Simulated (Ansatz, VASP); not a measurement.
# Two plane-wave programs on Os

```xyz
2
Lattice="2.7341 0.0000 0.0000 -1.3671 2.3678 0.0000 0.0000 0.0000 4.3197" Properties=species:S:1:pos:R:3 pbc="T T T"
Os    1.3671    0.7893    3.2398
Os    0.0000    1.5785    1.0799
```

Alike in both runs: task single point; functional PBE; k mesh 11 × 11 × 6; occupations gaussian, width 0.011 eV; no spin polarisation.

|  | VASP | Ansatz |
| --- | --- | --- |
| version | VASP 6.6.1 | Ansatz 0.2.0 |
| potentials or method | VASP PAW PBE potentials, release 64 (Os) | Ansatz PAW |
| plane-wave cutoff (eV) | 520 | 420 |
| valence electrons in the cell | 16 | 32 |

Ansatz gave:

| Property | Result |
| --- | --- |
| gap on the k mesh at the Fermi level (eV) | none |
| pressure (GPa) | 8.8 |
| largest component of the traceless stress (GPa) | 0.20 |

Q: Which values does VASP return?

A: gap on the k mesh at the Fermi level (eV): none; pressure (GPa): 8.8; largest component of the traceless stress (GPa): 0.19.

A gap of «none» marks a metal or a gap that the smearing closes. The two sets of potentials don't hold the same shells in valence.

Spin-orbit coupling is left out, which matters for the levels of Os.
